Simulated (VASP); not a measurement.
Wanted: the native input for a VASP 6.6.1 run.

| Quantity | Value |
| --- | --- |
| Task | relaxation of the atoms |
| Functional | PBE |
| Potentials or basis | VASP PAW PBE potentials, release 64 (Be, Se) |
| Cutoff | 600 eV |
| k mesh | 10 × 10 × 10 |
| Occupations | gaussian, width 0.03 eV |
| Spin | no spin polarisation |
| Further INCAR settings | ALGO = Normal; EDIFF = 1e-07; IBRION = 2; EDIFFG = -0.01; NSW = 40 |

The structure of BeSe lies in POSCAR:

```
BeSe                                    
1.0
    0.0000000000      2.6079179630      2.6079179630
    2.6079179630      0.0000000000      2.6079179630
    2.6079179630      2.6079179630      0.0000000000
  Be              Se            
     1     1
Direct
     0.0000000000000000    0.0000000000000000    0.0000000000000000
     0.2500000000000000    0.2500000000000000    0.2500000000000000
```

The cell isn't the ideal one: a relaxed cell with its volume scaled by 1.02.

These files were run (other wordings do the same):

INCAR

```
ALGO = Normal ; EDIFF = 1E-7
EDIFFG = -0.01 ; ENCUT = 600
GGA = PE ; IBRION = 2
ISIF = 2 ; ISMEAR = 0
LASPH = T ; LCHARG = F
LREAL = F ; LWAVE = F
NELM = 80 ; NSW = 40
PREC = Accurate ; SIGMA = 0.03
```

KPOINTS

```
k-points
0
Gamma
  10 10 10
```

Potentials or basis: VASP PAW PBE potentials, release 64 (Be, Se).

Launch:

```console
$ cat potpaw_PBE.64/Be/POTCAR potpaw_PBE.64/Se/POTCAR > POTCAR
$ mpirun -np 1 vasp_std > vasp.out
```

It gave:

```yaml
Pressure_after_relaxing: -1.4 GPa
Band_gap_on_the_k_mesh: 2.71 eV, indirect (least direct gap 4.06 eV)
```

Caveat: the relaxation stopped at its first step, so nothing moved.

Wall time 9.3 s on 1 thread of Intel(R) Xeon(R) 6975P-C (Granite Rapids), with other jobs on the host, peak memory 0.17 GiB.
